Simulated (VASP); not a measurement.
Write the native input for VASP 6.6.1 that does the following.

```
Task                   : relaxation of cell and atoms
Functional             : PBE
Dispersion             : D3(BJ)
Potentials or basis    : VASP PAW PBE potentials, release 64 (Pb_d, O)
Cutoff                 : 600 eV
k mesh                 : 14 × 14 × 14
Occupations            : gaussian, width 0.1 eV
Spin                   : no spin polarisation
Dipole correction      : no
Further INCAR settings : ALGO = Normal; EDIFF = 1e-06; IBRION = 2; EDIFFG = -0.02; NSW = 70; ISIF = 3
```

The structure of PbO2 lies in POSCAR:

```
PbO2
1.0
    0.0000000000      2.7009292672      2.7009292672
    2.7009292672      0.0000000000      2.7009292672
    2.7009292672      2.7009292672      0.0000000000
Pb O
1 2
Direct
    0.0000000000      0.0000000000      0.0000000000
    0.2500000000      0.2500000000      0.2500000000
    0.7500000000      0.7500000000      0.7500000000
```

These files were run (other wordings do the same):

INCAR

```
PREC = Accurate
ENCUT = 600
EDIFF = 1E-6
ISMEAR = 0
SIGMA = 0.1
LREAL = False
LASPH = True
NELM = 100
ALGO = Normal
ISIF = 3
LWAVE = False
LCHARG = False
GGA = PE
IVDW = 12
IBRION = 2
NSW = 70
EDIFFG = -0.02
```

KPOINTS

```
Automatic mesh
0
Gamma
  14 14 14
```

Potentials or basis: VASP PAW PBE potentials, release 64 (Pb_d, O).

The run is started by

```bash
$ cat potpaw_PBE.64/Pb_d/POTCAR potpaw_PBE.64/O/POTCAR > POTCAR
$ mpirun -np 1 vasp_std > vasp.out
```

Results of the run:

```
Relaxed volume                         : 12.91 Å³/atom
Relaxed cell                           : a = 3.798 Å, b = 3.798 Å, c = 3.798 Å, α = 60.00°, β = 60.00°, γ = 60.00°
Space group after relaxing (to 0.05 Å) : Fm-3m (No. 225)
Energy gained by relaxing              : 1.7 meV/atom
Ionic steps                            : 3
Pressure after relaxing                : 0.0 GPa
Band gap on the k mesh                 : none (metal or under the smearing width)
Dispersion energy per atom             : -0.232 eV
```

Caveat: pairwise dispersion overbinds metals, which lowers pressure and volume.

It took 110 s on 1 thread of AMD EPYC 9R45 (Zen 5), on a shared host, peak memory 0.21 GiB.
